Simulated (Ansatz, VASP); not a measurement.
This is a calculation of SiC for Ansatz 0.2.0. The cell is a database's computed one, not the measured one.

File input.yaml:

```yaml
crystal:
  lattice:
    - [3.0756941497, 0.0, 0.0]
    - [-1.5378470748, 2.6636292679, 0.0]
    - [0.0, 0.0, 10.07064648]
  atoms:
    - { symbol: Si, position: [0.0, 0.0, 0.18789438] }
    - { symbol: Si, position: [0.0, 0.0, 0.68789438] }
    - { symbol: Si, position: [0.3333333333, 0.6666666667, 0.43784198] }
    - { symbol: Si, position: [0.6666666667, 0.3333333333, 0.93784198] }
    - { symbol: C, position: [0.0, 0.0, 0.00046005] }
    - { symbol: C, position: [0.0, 0.0, 0.50046005] }
    - { symbol: C, position: [0.3333333333, 0.6666666667, 0.24980259] }
    - { symbol: C, position: [0.6666666667, 0.3333333333, 0.74980259] }
hamiltonian:
  xc: pbesol
  pseudopotentials: { kind: paw }
  dispersion: d4
kpoints:
  mp_grid: { grid: [10, 10, 3] }
scf:
  occupations: { method: fermi_dirac, width: 0.05 }
output:
  forces: true
  stress: true
  write_density: true
  write_potential: true
  elf: true
  volumetric_format: npy
relax:
  f_tol: 0.01
  max_steps: 40
  cell: { stress_tol: 0.05 }
```

Potentials or basis: Ansatz PAW.

The run is started by

```sh
$ ansatz run input.yaml --threads 4 --pin off --max-ram 11264MiB --backend cpu --events-out ev --progress --plain --runs-dir out
```

Task: Set up the same calculation for VASP 6.6.1. Potentials or basis there: PBE PAW files C, Si, 600 eV.

Result: As run (cutoffs and basis follow the program's own potentials, and thresholds, step limits or extra output files can differ):

Contents of INCAR:

```
ALGO = Normal
EDIFF = 1E-6
EDIFFG = -0.02
ENCUT = 600
GGA = PS
IBRION = 2
ISIF = 3
ISMEAR = -1
IVDW = 13
LASPH = True
LCHARG = False
LREAL = False
LWAVE = False
NELM = 100
NSW = 40
PREC = Accurate
SIGMA = 0.05
```

File KPOINTS:

```
k-points
0
Gamma
  10 10 3
```

The input POSCAR:

```
SiC
1.0
    3.0756941497      0.0000000000      0.0000000000
   -1.5378470748      2.6636292679      0.0000000000
    0.0000000000      0.0000000000     10.0706464800
Si C
4 4
Direct
    0.0000000000      0.0000000000      0.1878943800
    0.0000000000      0.0000000000      0.6878943800
    0.3333333333      0.6666666667      0.4378419800
    0.6666666667      0.3333333333      0.9378419800
    0.0000000000      0.0000000000      0.0004600500
    0.0000000000      0.0000000000      0.5004600500
    0.3333333333      0.6666666667      0.2498025900
    0.6666666667      0.3333333333      0.7498025900
```

Potentials or basis: VASP PAW PBE potentials, release 64 (Si, C).

The run is started by

```console
$ cat potpaw_PBE.64/Si/POTCAR potpaw_PBE.64/C/POTCAR > POTCAR
$ mpirun -np 1 vasp_std > vasp.out
```

Both were run:

|  | Ansatz | VASP |
| --- | --- | --- |
| Relaxed volume | 10.22 Å³/atom | 10.23 Å³/atom |
| Relaxed cell | a = 3.067 Å, b = 3.067 Å, c = 10.038 Å, α = 90.00°, β = 90.00°, γ = 120.00° | a = 3.068 Å, b = 3.068 Å, c = 10.043 Å, α = 90.00°, β = 90.00°, γ = 120.00° |
| Space group after relaxing | P6_3mc (No. 186) | P6_3mc (No. 186) |
| Pressure after relaxing | 0.0 GPa | 0.0 GPa |

Ansatz's pressure holds a Pulay term of +0.30 GPa for its cutoff of 420 eV, which the other run lacks.

Ansatz's potentials were made for PBE. VASP's potentials were made for PBE.

Where Ansatz's input types no cutoff or centring, it takes its own default and a Γ-centred mesh.

Pressure is positive in compression.
